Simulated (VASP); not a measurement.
# Settings for SnO₂: self-consistent run

SnO₂, P3m1 (no. 156), 6 atoms in the cell. VdW-DF-cx; PAW potentials Sn_d, O (PBE set). VASP 6.6.1. The cell is changed on purpose: last atom moved by 0.04 Å along z, cell strained by -1.0% along z.

Wanted: energy within 0.5 meV/atom; forces within 0.003 eV/Å; stress within 0.05 GPa; levels at the zone centre within 0.003 eV.

What the run is for: all; Accuracy asked: tight.

Levels at the zone centre: counted from the valence top at that point.

POSCAR:
```
SnO2
1.0
    3.2305756168      0.0000000000      0.0000000000
   -1.6152878084      2.7977605530      0.0000000000
    0.0000000000      0.0000000000     10.6826563800
Sn O
2 4
Direct
    0.0000000000      0.0000000000      0.0000000000
    0.0000000000      0.0000000000      0.5000000000
    0.3333333300      0.6666666700      0.9058620000
    0.3333333300      0.6666666700      0.5941380000
    0.6666666700      0.3333333300      0.0941380000
    0.6666666700      0.3333333300      0.4095689400
```

The series start from Plane-wave cutoff (eV): 520; k-point mesh: 8 × 8 × 2; Precision mode (PREC): Accurate; Electronic threshold (eV): 1e-6; Bands in all (NBANDS): 40; Aspherical gradient terms in the spheres (LASPH): yes; Electronic algorithm: ALGO=Normal; Placing of the Fermi level (EFERMI): EFERMI=MIDGAP; Density mixing: defaults. Each series keeps the choices made before it, and each single choice may use up half of a tolerance.

## Plane-wave cutoff (eV)

| Plane-wave cutoff (eV) | Energy less reference (meV/atom) | Forces, largest deviation (eV/Å) | Stress, largest deviation (GPa) | Levels at the zone centre, largest deviation (eV) | SCF iterations | Time (s) |
|---|---|---|---|---|---|---|
| 320 | -42.52 | 0.0914 | 24.635 | 0.0251 | 13 | 66 |
| 400 | -6.00 | 0.0115 | 4.519 | 0.0057 | 14 | 116 |
| 460 | 1.59 | 0.0016 | 0.823 | 0.0011 | 14 | 129 |
| 520 | 3.18 | 0.0045 | 0.095 | 0.0018 | 14 | 130 |
| 600 | 1.98 | 0.0032 | 0.167 | 0.0011 | 14 | 203 |
| 700 | 0.57 | 0.0010 | 0.192 | 0.0007 | 14 | 211 |
| 840 (reference) | 0.00 | 0.0000 | 0.000 | 0.0000 | 14 | 288 |

Chosen: 840; the next looser run is off by more than half of the tolerance, so convergence isn't shown beyond this value.

## k-point mesh

| k-point mesh | Energy less reference (meV/atom) | Forces, largest deviation (eV/Å) | Stress, largest deviation (GPa) | Levels at the zone centre, largest deviation (eV) | SCF iterations | Time (s) |
|---|---|---|---|---|---|---|
| 3 × 3 × 1 | 28.03 | 0.0667 | 0.510 | 0.0148 | 14 | 270 |
| 4 × 4 × 1 | 5.03 | 0.0152 | 0.044 | 0.0043 | 14 | 255 |
| 5 × 5 × 2 | 0.79 | 0.0011 | 0.008 | 0.0009 | 14 | 269 |
| 6 × 6 × 2 | 0.17 | 0.0003 | 0.003 | 0.0003 | 14 | 310 |
| 8 × 8 × 2 | 0.01 | 0.0001 | 0.010 | 0.0001 | 14 | 288 |
| 10 × 10 × 3 | 0.00 | 0.0000 | 0.009 | 0.0001 | 14 | 359 |
| 12 × 12 × 4 (reference) | 0.00 | 0.0000 | 0.000 | 0.0000 | 14 | 481 |

Chosen: 6 × 6 × 2, the loosest value from which every tighter one stays within half of the tolerance.

## Precision mode (PREC)

| Precision mode (PREC) | Energy less reference (meV/atom) | Forces, largest deviation (eV/Å) | Stress, largest deviation (GPa) | Levels at the zone centre, largest deviation (eV) | SCF iterations | Time (s) |
|---|---|---|---|---|---|---|
| Low | -0.67 | 0.0101 | 0.050 | 0.0025 | 14 | 44 |
| SingleN | -0.67 | 0.0101 | 0.050 | 0.0025 | 14 | 43 |
| Normal | 0.00 | 0.0001 | 0.003 | 0.0000 | 14 | 141 |
| Accurate (reference) | 0.00 | 0.0000 | 0.000 | 0.0000 | 14 | 310 |

Chosen: Normal.

## Electronic threshold (eV)

| Electronic threshold (eV) | Energy less reference (meV/atom) | Forces, largest deviation (eV/Å) | Stress, largest deviation (GPa) | Levels at the zone centre, largest deviation (eV) | SCF iterations | Time (s) |
|---|---|---|---|---|---|---|
| 0.001 | 0.01 | 0.0114 | 0.253 | 0.0047 | 11 | 101 |
| 0.0001 | 0.00 | 0.0030 | 0.021 | 0.0038 | 12 | 105 |
| 1e-5 | 0.00 | 0.0014 | 0.033 | 0.0027 | 13 | 106 |
| 1e-6 | 0.00 | 0.0009 | 0.008 | 0.0020 | 14 | 141 |
| 1e-7 | 0.00 | 0.0003 | 0.003 | 0.0002 | 17 | 162 |
| 1e-8 (reference) | 0.00 | 0.0000 | 0.000 | 0.0000 | 19 | 186 |

Chosen: 1e-7.

## Bands in all (NBANDS)

| Bands in all (NBANDS) | Energy less reference (meV/atom) | Forces, largest deviation (eV/Å) | Stress, largest deviation (GPa) | Levels at the zone centre, largest deviation (eV) | SCF iterations | Time (s) |
|---|---|---|---|---|---|---|
| 27 | 0.00 | 0.0003 | 0.002 | 0.0005 | 18 | 167 |
| 28 | 0.00 | 0.0006 | 0.004 | 0.0002 | 17 | 136 |
| 30 | 0.00 | 0.0003 | 0.001 | 0.0000 | 17 | 155 |
| 32 | 0.00 | 0.0002 | 0.002 | 0.0004 | 17 | 157 |
| 40 | 0.00 | 0.0001 | 0.002 | 0.0003 | 17 | 162 |
| 54 (reference) | 0.00 | 0.0000 | 0.000 | 0.0000 | 16 | 183 |

Chosen: 27.

## Aspherical gradient terms in the spheres (LASPH)

| Aspherical gradient terms in the spheres (LASPH) | Energy less reference (meV/atom) | Forces, largest deviation (eV/Å) | Stress, largest deviation (GPa) | Levels at the zone centre, largest deviation (eV) | SCF iterations | Time (s) |
|---|---|---|---|---|---|---|
| yes | 0.00 | 0.0000 | 0.000 | 0.0000 | 18 | 167 |
| no | 0.80 | 0.0009 | 0.013 | 0.0082 | 18 | 170 |

Chosen: yes; no other choice that stays within half of the tolerance saves 30 % of the time.

## Electronic algorithm

| Electronic algorithm | Energy less reference (meV/atom) | Forces, largest deviation (eV/Å) | Stress, largest deviation (GPa) | Levels at the zone centre, largest deviation (eV) | SCF iterations | Time (s) |
|---|---|---|---|---|---|---|
| ALGO=Normal | 0.00 | 0.0000 | 0.000 | 0.0000 | 18 | 167 |
| ALGO=Fast | 0.00 | 0.0001 | 0.004 | 0.0000 | 23 | 216 |
| ALGO=VeryFast | no result | no result | no result | no result | 120 | 837 |
| ALGO=All ISEARCH=1 | 0.00 | 0.0003 | 0.004 | 0.0001 | 27 | 238 |
| ALGO=All ISEARCH=0 | 0.00 | 0.0003 | 0.004 | 0.0001 | 27 | 236 |
| ALGO=Damped TIME=0.4 | no result | no result | no result | no result | 120 | 599 |
| ALGO=Damped TIME=0.1 | no result | no result | no result | no result | 120 | 980 |

Chosen: ALGO=Normal.

## Placing of the Fermi level (EFERMI)

| Placing of the Fermi level (EFERMI) | Energy less reference (meV/atom) | Forces, largest deviation (eV/Å) | Stress, largest deviation (GPa) | Levels at the zone centre, largest deviation (eV) | SCF iterations | Time (s) |
|---|---|---|---|---|---|---|
| EFERMI=MIDGAP | 0.00 | 0.0000 | 0.000 | 0.0000 | 18 | 167 |
| EFERMI=LEGACY | 0.00 | 0.0000 | 0.000 | 0.0000 | 18 | 161 |

Chosen: EFERMI=MIDGAP.

## Density mixing

| Density mixing | Energy less reference (meV/atom) | Forces, largest deviation (eV/Å) | Stress, largest deviation (GPa) | Levels at the zone centre, largest deviation (eV) | SCF iterations | Time (s) |
|---|---|---|---|---|---|---|
| defaults | 0.00 | 0.0000 | 0.000 | 0.0000 | 18 | 167 |
| AMIX=0.8 | 0.00 | 0.0002 | 0.004 | 0.0001 | 18 | 173 |
| AMIX=0.4 AMIN=0.6 IMIX=2 | 0.00 | 0.0002 | 0.004 | 0.0001 | 45 | 471 |
| AMIX=0.1 | 0.00 | 0.0006 | 0.003 | 0.0002 | 22 | 220 |
| BMIX=0.5 | 0.00 | 0.0003 | 0.005 | 0.0001 | 16 | 164 |
| MAXMIX=-10 | 0.00 | 0.0007 | 0.002 | 0.0005 | 17 | 193 |
| AMIN=0.01 | 0.00 | 0.0000 | 0.000 | 0.0000 | 18 | 199 |

Chosen: defaults.

## All choices together

| Input | Energy less reference (meV/atom) | Forces, largest deviation (eV/Å) | Stress, largest deviation (GPa) | Levels at the zone centre, largest deviation (eV) | Time (s) |
|---|---|---|---|---|---|
| the program's defaults (naive) | -5.78 | 0.0174 | 4.642 | 0.0152 | 25 |
| chosen settings | 0.17 | 0.0002 | 0.006 | 0.0002 | 167 |
| reference settings throughout | 0.00 | 0.0000 | 0.000 | 0.0000 | 1073 |

The chosen settings stay within the tolerance of the reference run, but the reference itself isn't shown to be converged in: Plane-wave cutoff (eV).

Values of the reference run: Stress: -2.438, 0, 0, 0, -2.438, 0, 0, 0, 0.2129 GPa; Levels at the zone centre: -0.4461, 0, 2.522 eV from the valence top at Gamma.

## The input

INCAR:
```
SYSTEM = SnO2
GGA = CX
LUSE_VDW = .TRUE.
AGGAC = 0.0
ISMEAR = 0
SIGMA = 0.03
LWAVE = .FALSE.
LCHARG = .FALSE.
ISIF = 2
PREC = Normal
LASPH = .TRUE.
LREAL = .FALSE.
ALGO = Normal
EDIFF = 1E-7
NELM = 120
GGA_COMPAT = .FALSE.
ENCUT = 840
EFERMI = MIDGAP
KPAR = 2
NBANDS = 27
```

KPOINTS:
```
Automatic mesh
0
Gamma
  6 6 2
  0 0 0
```

Commands:
```
cat potpaw_PBE.64/Sn_d/POTCAR potpaw_PBE.64/O/POTCAR > POTCAR
mpirun -np 2 vasp_std > vasp.out
```

The chosen input took VASP 6.6.1 167 s on 2 cores (Intel Xeon Platinum 8488C (Sapphire Rapids)), a shared host.

## An input that fails: cutoff far too low

It runs to its end, but against the unchanged starting input it is off by 193.70 meV/atom in the energy, 0.4263 eV/Å in the forces, 107.407 GPa in the stress, 0.1371 eV in the levels at the zone centre.

Changes against the starting input:
```
- NELM = 120
- ENCUT = 520
+ NELM = 64
+ ENCUT = 220
```
